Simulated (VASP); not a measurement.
Wanted: the native input for a VASP 6.6.1 run.

```
Task                   : vibrations by finite differences
Functional             : PBE
Potentials or basis    : VASP PAW PBE potentials, release 64 (H)
Cutoff                 : 400 eV
k mesh                 : 1 × 1 × 1
Occupations            : gaussian, width 0.01 eV
Spin                   : no spin polarisation
Further INCAR settings : ALGO = Normal; EDIFF = 1e-07; ISYM = 0; IBRION = 5; POTIM = 0.015; NSW = 1
```

The structure of H2 lies in POSCAR:

```
H                                       
1.0
   11.1715072411      0.0000000000      0.0000000000
    0.0000000000     11.6715072411      0.0000000000
    0.0000000000      0.0000000000     12.1715072411
  H             
     2
Selective dynamics
Direct
0.5029840055999983  0.4878045314999966  0.5275852130999965  T T T
0.4972162331333099  0.5196535541221458  0.4742693490445567  T T T
```

The input as run:

INCAR

```
SYSTEM = H
PREC = Accurate
ENCUT = 400
EDIFF = 1E-7
ISMEAR = 0
SIGMA = 0.01
LREAL = .FALSE.
LASPH = .TRUE.
NELM = 60
ALGO = Normal
ISIF = 2
LWAVE = .FALSE.
LCHARG = .FALSE.
GGA = PE
IBRION = 5
NFREE = 2
POTIM = 0.015
NSW = 1
ISYM = 0
```

KPOINTS

```
Automatic mesh
0
G
  1 1 1
  0 0 0
```

Potentials or basis: VASP PAW PBE potentials, release 64 (H).

The run is started by

```console
$ cat potpaw_PBE.64/H/POTCAR > POTCAR
$ mpirun -np 1 vasp_gam > vasp.out
```

It gave:

* Highest phonon frequency at Γ: 4298 cm⁻¹
* Most unstable mode: 67i cm⁻¹

Caveat: some modes are imaginary.

It took 5.6 min on 1 thread of Intel(R) Xeon(R) Platinum 8488C (Sapphire Rapids), with other jobs on the host, peak memory 0.93 GiB.
